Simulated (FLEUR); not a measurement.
A run of FLEUR MaX-R8.1 (later development tree) is set up as follows.

The input inp.xml:

```xml
<?xml version="1.0" encoding="UTF-8" standalone="no"?>
<fleurInput fleurInputVersion="0.39">
   <comment>
      C                                                                                                   
   </comment>
   <calculationSetup>
      <cutoffs Kmax="5.33" Gmax="16.5" GmaxXC="16.5" numbands="0"/>
      <scfLoop itmax="60" minDistance="0.00001" maxIterBroyd="15" imix="Anderson" alpha="0.05" precondParam="0.0" spinf="2.0" sdNocoIR="T"/>
      <coreElectrons ctail="T" frcor="F" kcrel="0" coretail_lmax="0"/>
      <xcFunctional name="Rpbe" relativisticCorrections="F"/>
      <magnetism jspins="1"/>
      <soc l_soc="F" theta="0.0" phi="0.0" spav="F"/>
      <expertModes spex="0" secvar="F"/>
      <geometryOptimization l_f="F" forcealpha="1.0" forcemix="BFGS" epsdisp="0.00001" epsforce="0.00001"/>
      <ldaU l_linMix="F" mixParam="0.05" spinf="1.0"/>
   </calculationSetup>
   <cell>
      <bzIntegration valenceElectrons="32.0" mode="hist" fermiSmearingEnergy="0.00183747">
         <kPointListSelection listName="default-1"/>
         <!-- k-points included here -->
         <xi:include xmlns:xi="http://www.w3.org/2001/XInclude" href="kpts.xml"> </xi:include>
      </bzIntegration>
      <!-- symmetry operations included here -->
      <xi:include xmlns:xi="http://www.w3.org/2001/XInclude" href="sym.xml"> </xi:include>
      <bulkLattice scale="1.0">
         <bravaisMatrix>
            <row-1>    4.7660782588536597     0.0000000000000000     0.0000000000000000</row-1>
            <row-2>   -2.3830391294268298     4.1275448486208255     0.0000000000000000</row-2>
            <row-3>    0.0000000000000000     0.0000000000000000    15.5658630609426591</row-3>
         </bravaisMatrix>
      </bulkLattice>
   </cell>
   <atomSpecies>
      <species name="Carbon (C)" element="C" atomicNumber="6">
         <mtSphere radius="1.35" gridPoints="447" logIncrement="0.023"/>
         <atomicCutoffs lmax="8" lnonsphr="6"/>
         <electronConfig flipSpins="F">
            <coreConfig>(1s1/2)</coreConfig>
            <valenceConfig>(2s1/2) (2p1/2) (2p3/2)</valenceConfig>
            <stateOccupation state="(2p1/2)" spinUp="0.333333" spinDown="0.333333"/>
            <stateOccupation state="(2p3/2)" spinUp="0.666667" spinDown="0.666667"/>
         </electronConfig>
         <energyParameters s="2" p="2" d="3" f="4"/>
         <lo type="SCLO" l="0" n="2" eDeriv="2"/>
         <lo type="SCLO" l="1" n="2" eDeriv="2"/>
         <lo type="SCLO" l="2" n="3" eDeriv="2"/>
      </species>
   </atomSpecies>
   <atomGroups>
      <atomGroup species="Carbon (C)">
         <relPos label="                   1">-1.000/3.000 1.000/3.000 -5.000/32.000</relPos>
         <relPos label="                   2">1.000/3.000 -1.000/3.000 11.000/32.000</relPos>
         <relPos label="                   3">-1.000/3.000 1.000/3.000 -11.000/32.000</relPos>
         <relPos label="                   4">1.000/3.000 -1.000/3.000 5.000/32.000</relPos>
         <force calculate="T" relaxXYZ="TTT"/>
      </atomGroup>
      <atomGroup species="Carbon (C)">
         <relPos label="                   5">.0000000000 .0000000000 -3.000/32.000</relPos>
         <relPos label="                   6">.0000000000 .0000000000 13.000/32.000</relPos>
         <relPos label="                   7">.0000000000 .0000000000 -13.000/32.000</relPos>
         <relPos label="                   8">.0000000000 .0000000000 3.000/32.000</relPos>
         <force calculate="T" relaxXYZ="TTT"/>
      </atomGroup>
   </atomGroups>
   <output dos="F" band="F" slice="F">
      <checks vchk="F" cdinf="F"/>
      <bandDOS minEnergy="-.5*Htr" maxEnergy="0.5*Htr" sigma="0.015" storeEVData="T"/>
      <vacuumDOS vacdos="F" integ="F" star="F" nstars="0" locx1="0.0" locy1="0.0" locx2="0.0" locy2="0.0" nstm="0" tworkf="0.0"/>
      <unfoldingBand unfoldBand="F" supercellX="1" supercellY="1" supercellZ="1"/>
      <plotting iplot="0" polar="F">
         <plot TwoD="T" vec1="  1.0  0.0  0.0" vec2="  0.0  1.0  0.0" vec3="  0.0  0.0  1.0" zero="  0.0  0.0  0.0" file="plot"/>
      </plotting>
      <chargeDensitySlicing numkpt="0" minEigenval="0.0" maxEigenval="0.0" nnne="0" pallst="F"/>
      <specialOutput eonly="F"/>
      <moessbauerParams electricFieldGradient="T" isomerShift="T" coreHyperfine="T" valenceHyperfine="T"/>
      <magneticCircularDichroism mcd="F" energyLo="-10.0" energyUp="0.0"/>
   </output>
  <!-- We include the file relax.xml here to enable relaxations (see documentation) -->
  <xi:include xmlns:xi="http://www.w3.org/2001/XInclude" href="relax.xml"> <xi:fallback/> </xi:include>
</fleurInput>
```

crystal.txt

```
C
&input cartesian=F /
2.5221000000  0.0000000000  0.0000000000
-1.2610500000  2.1842026709  0.0000000000
0.0000000000  0.0000000000  8.2371000000
1.8897261246
1.0 1.0 1.0

8
6 0.6666666667  0.3333333333  0.8437500000
6 0.3333333333  0.6666666667  0.3437500000
6 0.6666666667  0.3333333333  0.6562500000
6 0.3333333333  0.6666666667  0.1562500000
6 0.0000000000  0.0000000000  0.9062500000
6 0.0000000000  0.0000000000  0.4062500000
6 0.0000000000  0.0000000000  0.5937500000
6 0.0000000000  0.0000000000  0.0937500000

&kpt div1=12 div2=12 div3=4 gamma=T /
```

Contents of inp.xml (bands):

```
<?xml version="1.0" encoding="UTF-8" standalone="no"?>
<fleurInput fleurInputVersion="0.39">
   <comment>
      C                                                                                                   
   </comment>
   <calculationSetup>
      <cutoffs Kmax="5.33" Gmax="16.5" GmaxXC="16.5" numbands="0"/>
      <scfLoop itmax="60" minDistance="0.00001" maxIterBroyd="15" imix="Anderson" alpha="0.05" precondParam="0.0" spinf="2.0" sdNocoIR="T"/>
      <coreElectrons ctail="T" frcor="F" kcrel="0" coretail_lmax="0"/>
      <xcFunctional name="Rpbe" relativisticCorrections="F"/>
      <magnetism jspins="1"/>
      <soc l_soc="F" theta="0.0" phi="0.0" spav="F"/>
      <expertModes spex="0" secvar="F"/>
      <geometryOptimization l_f="F" forcealpha="1.0" forcemix="BFGS" epsdisp="0.00001" epsforce="0.00001"/>
      <ldaU l_linMix="F" mixParam="0.05" spinf="1.0"/>
   </calculationSetup>
   <cell>
      <bzIntegration valenceElectrons="32.0" mode="hist" fermiSmearingEnergy="0.00183747">
         <kPointListSelection listName="path-1"/>
         <!-- k-points included here -->
         <xi:include xmlns:xi="http://www.w3.org/2001/XInclude" href="kpts.xml"> </xi:include>
      </bzIntegration>
      <!-- symmetry operations included here -->
      <xi:include xmlns:xi="http://www.w3.org/2001/XInclude" href="sym.xml"> </xi:include>
      <bulkLattice scale="1.0">
         <bravaisMatrix>
            <row-1>    4.7660782588536597     0.0000000000000000     0.0000000000000000</row-1>
            <row-2>   -2.3830391294268298     4.1275448486208255     0.0000000000000000</row-2>
            <row-3>    0.0000000000000000     0.0000000000000000    15.5658630609426591</row-3>
         </bravaisMatrix>
      </bulkLattice>
   </cell>
   <atomSpecies>
      <species name="Carbon (C)" element="C" atomicNumber="6">
         <mtSphere radius="1.35" gridPoints="447" logIncrement="0.023"/>
         <atomicCutoffs lmax="8" lnonsphr="6"/>
         <electronConfig flipSpins="F">
            <coreConfig>(1s1/2)</coreConfig>
            <valenceConfig>(2s1/2) (2p1/2) (2p3/2)</valenceConfig>
            <stateOccupation state="(2p1/2)" spinUp="0.333333" spinDown="0.333333"/>
            <stateOccupation state="(2p3/2)" spinUp="0.666667" spinDown="0.666667"/>
         </electronConfig>
         <energyParameters s="2" p="2" d="3" f="4"/>
         <lo type="SCLO" l="0" n="2" eDeriv="2"/>
         <lo type="SCLO" l="1" n="2" eDeriv="2"/>
         <lo type="SCLO" l="2" n="3" eDeriv="2"/>
      </species>
   </atomSpecies>
   <atomGroups>
      <atomGroup species="Carbon (C)">
         <relPos label="                   1">-1.000/3.000 1.000/3.000 -5.000/32.000</relPos>
         <relPos label="                   2">1.000/3.000 -1.000/3.000 11.000/32.000</relPos>
         <relPos label="                   3">-1.000/3.000 1.000/3.000 -11.000/32.000</relPos>
         <relPos label="                   4">1.000/3.000 -1.000/3.000 5.000/32.000</relPos>
         <force calculate="T" relaxXYZ="TTT"/>
      </atomGroup>
      <atomGroup species="Carbon (C)">
         <relPos label="                   5">.0000000000 .0000000000 -3.000/32.000</relPos>
         <relPos label="                   6">.0000000000 .0000000000 13.000/32.000</relPos>
         <relPos label="                   7">.0000000000 .0000000000 -13.000/32.000</relPos>
         <relPos label="                   8">.0000000000 .0000000000 3.000/32.000</relPos>
         <force calculate="T" relaxXYZ="TTT"/>
      </atomGroup>
   </atomGroups>
   <output dos="F" band="T" slice="F">
      <checks vchk="F" cdinf="F"/>
      <bandDOS minEnergy="-.5*Htr" maxEnergy="0.5*Htr" sigma="0.015" storeEVData="T"/>
      <vacuumDOS vacdos="F" integ="F" star="F" nstars="0" locx1="0.0" locy1="0.0" locx2="0.0" locy2="0.0" nstm="0" tworkf="0.0"/>
      <unfoldingBand unfoldBand="F" supercellX="1" supercellY="1" supercellZ="1"/>
      <plotting iplot="0" polar="F">
         <plot TwoD="T" vec1="  1.0  0.0  0.0" vec2="  0.0  1.0  0.0" vec3="  0.0  0.0  1.0" zero="  0.0  0.0  0.0" file="plot"/>
      </plotting>
      <chargeDensitySlicing numkpt="0" minEigenval="0.0" maxEigenval="0.0" nnne="0" pallst="F"/>
      <specialOutput eonly="F"/>
      <moessbauerParams electricFieldGradient="T" isomerShift="T" coreHyperfine="T" valenceHyperfine="T"/>
      <magneticCircularDichroism mcd="F" energyLo="-10.0" energyUp="0.0"/>
   </output>
  <!-- We include the file relax.xml here to enable relaxations (see documentation) -->
  <xi:include xmlns:xi="http://www.w3.org/2001/XInclude" href="relax.xml"> <xi:fallback/> </xi:include>
</fleurInput>
```

Potentials or basis: all-electron, FLAPW.

Run with:

```bash
$ inpgen -f crystal.txt -profile fastHighL
$ # inp.xml edited to the form shown
$ fleur_MPI
$ fleur_MPI   # second run, on inp.xml (bands)
```

**Question.** What does it give for the band gap along the path?

**Answer.** 4.56 eV, indirect (least direct gap 5.29 eV).

**Question.** What does it give for the band gap on the k mesh?

**Answer.** 4.55 eV, indirect (least direct gap 5.29 eV).

Levels at the corners of the path, in eV from the valence-band top:
| point | band 13 | band 14 | band 15 | band 16 | band 17 | band 18 | band 19 | band 20 |
| --- | --- | --- | --- | --- | --- | --- | --- | --- |
| Γ | -1.74 | -0.22 | 0.00 | 0.00 | 5.29 | 5.29 | 5.82 | 7.12 |
| M | -5.00 | -4.55 | -3.70 | -2.93 | 4.60 | 5.74 | 6.00 | 6.17 |
| K | -7.11 | -5.63 | -5.63 | -4.03 | 6.54 | 6.54 | 7.94 | 8.57 |
| Γ | -1.74 | -0.22 | 0.00 | 0.00 | 5.29 | 5.29 | 5.82 | 7.12 |
| A | -0.68 | -0.68 | -0.68 | -0.68 | 6.08 | 6.08 | 6.08 | 6.08 |
| L | -4.71 | -4.71 | -3.66 | -3.66 | 4.96 | 4.96 | 7.29 | 7.29 |
| H | -5.37 | -5.37 | -5.09 | -5.09 | 5.45 | 5.45 | 9.84 | 9.84 |
| A | -0.68 | -0.68 | -0.68 | -0.68 | 6.08 | 6.08 | 6.08 | 6.08 |
| L | -4.71 | -4.71 | -3.66 | -3.66 | 4.96 | 4.96 | 7.29 | 7.29 |
| M | -5.00 | -4.55 | -3.70 | -2.93 | 4.60 | 5.74 | 6.00 | 6.17 |
| K | -7.11 | -5.63 | -5.63 | -4.03 | 6.54 | 6.54 | 7.94 | 8.57 |
| H | -5.37 | -5.37 | -5.09 | -5.09 | 5.45 | 5.45 | 9.84 | 9.84 |

A hybrid or GW would open this gap; RPBE tends to underestimate it.
